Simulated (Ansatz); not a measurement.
# Pressure against volume: Pb

```cif
data_structure
_symmetry_space_group_name_H-M 'P6_3/mmc'
_symmetry_Int_Tables_number 194
_cell_length_a 3.4800
_cell_length_b 3.4800
_cell_length_c 5.5900
_cell_angle_alpha 90.000
_cell_angle_beta 90.000
_cell_angle_gamma 120.000
_cell_volume 58.63
loop_
_atom_site_label
_atom_site_type_symbol
_atom_site_symmetry_multiplicity
_atom_site_Wyckoff_symbol
_atom_site_fract_x
_atom_site_fract_y
_atom_site_fract_z
_atom_site_occupancy
Pb1 Pb 2 c 0.33333 0.66667 0.25000 1
```

The runs use the primitive cell with vectors (3.480, 0.000, 0.000), (-1.740, 3.014, 0.000), (0.000, 0.000, 5.590) Å, to which the k mesh refers.

The cell is COD entry 1537623, as deposited and not checked against the literature; nothing was relaxed.

No spin–orbit coupling, which matters for the heavy atoms here.

Levels of theory: DFT, PBE, all-electron LAPW, scalar-relativistic (Ansatz 0.2.0); DFT, PBE, PAW with Ansatz's default frozen-core files, scalar-relativistic (Ansatz 0.2.0).

For LAPW: a Γ-centred 14×14×8 k mesh, Fermi–Dirac smearing of 0.08 eV, basis error target 0.5 meV/atom, no spin polarisation. PAW takes a cutoff of 420 eV at this cell. The Ansatz runs share mesh, smearing and spin set-up. Plane-wave (PAW) pressures include the program's estimate of the Pulay term.

The cell above is scaled evenly, with fractional coordinates and shape held.

| V/V(cell) | V (Å³/atom) | P, LAPW (GPa) | P, PAW (GPa) | free energy over the lowest listed, PAW (meV/atom) |
| --- | --- | --- | --- | --- |
| 0.9405 | 27.570 | 8.13 | 8.13 | 92.7 |
| 0.9800 | 28.727 | 5.29 | 5.28 | 44.6 |
| 1.0000 | 29.314 | 4.07 | 4.06 | 27.6 |
| 1.0200 | 29.900 | ? | ? | ? |
| 1.0600 | 31.073 | 1.12 | 1.12 | 0.0 |

Task: Fill in the row V/V(cell) = 1.0200.

Result: P, LAPW (GPa) = 2.98, P, PAW (GPa) = 2.97, free energy over the lowest listed, PAW (meV/atom) = 14.7.
